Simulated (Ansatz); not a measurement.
System: Bi (fcc type), 1 atom in the cell.

Theory: PBE, plane waves, PAW datasets (generated soft set 1) in Ansatz 0.2.0 development build.

Cutoff 420 eV; k-mesh 4×4×4 Γ-centred; Fermi–Dirac smearing of 0.15 eV; no spin polarisation; no spin–orbit coupling.

```yaml
crystal:
  lattice:
    - [0.00000, 2.51460, 2.51460]
    - [2.51460, 0.00000, 2.51460]
    - [2.51460, 2.51460, 0.00000]
  atoms:
    - { symbol: Bi, position: [0.00000, 0.00000, 0.00000] }
```
Lattice in Å, positions in fractions of it.

Problem. Is the cell under compression or tension, and by how much?

Solution. The pressure is -0.85 GPa, so at these settings the cell is stretched and would shrink.

Problem. Metal or insulator on this mesh?

Solution. No gap opens on the mesh: metallic.

The stress includes the program's correction for the finite plane-wave basis.

The k-mesh is coarse, so these values belong to this mesh and can lie far from the converged ones. This cubic structure is a model: it isn't the usual form of the substance at ambient conditions, and such phases are metastable or hypothetical. Spin–orbit coupling is left out, which matters for 6p elements such as Tl, Pb and Bi.
